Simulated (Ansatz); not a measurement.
# Rh: elastic constants from stress and strain

```yaml
crystal:
  lattice:
    - [0.00000, 1.90155, 1.90155]
    - [1.90155, 0.00000, 1.90155]
    - [1.90155, 1.90155, 0.00000]
  atoms:
    - { symbol: Rh, position: [0.00000, 0.00000, 0.00000] }
```

The cell comes from COD entry 9008482, which wasn't checked; take it as a given geometry.

Theory: DFT, PBE, all-electron LAPW, scalar-relativistic in Ansatz 0.2.0.

The runs use a Γ-centred 16×16×16 k mesh, Fermi–Dirac smearing of 0.08 eV, basis error target 1 meV/atom, no spin polarisation.

The unstrained cell is at 5.98 GPa. Large strains and very small stresses are left out. Each strain is applied once, with fractional coordinates held (clamped ions), and σ below is the change of stress, positive in tension. One finite strain gives stress–strain coefficients at this pressure with an error of the order of the strain times third-order constants, a few per cent for each per cent of strain. In a metal the k mesh adds noise of tens of per cent to soft shears.

Q: Estimate the stiffness probed by this change, and the stress that it gives: equal xy, yz and zx engineering shear strains of +1 %.

A: σxy = 1.99 GPa and γxy = 2εxy = 0.0100, so C44 (clamped ions) = σxy/γxy = 199 GPa.

Q: With equal xy, yz and zx engineering shear strains of -1 %, the run gives σxy = -2.02 GPa and γxy = 2εxy = -0.0100. Which stiffness follows?

A: C44 (clamped ions) = σxy/γxy = 202 GPa.
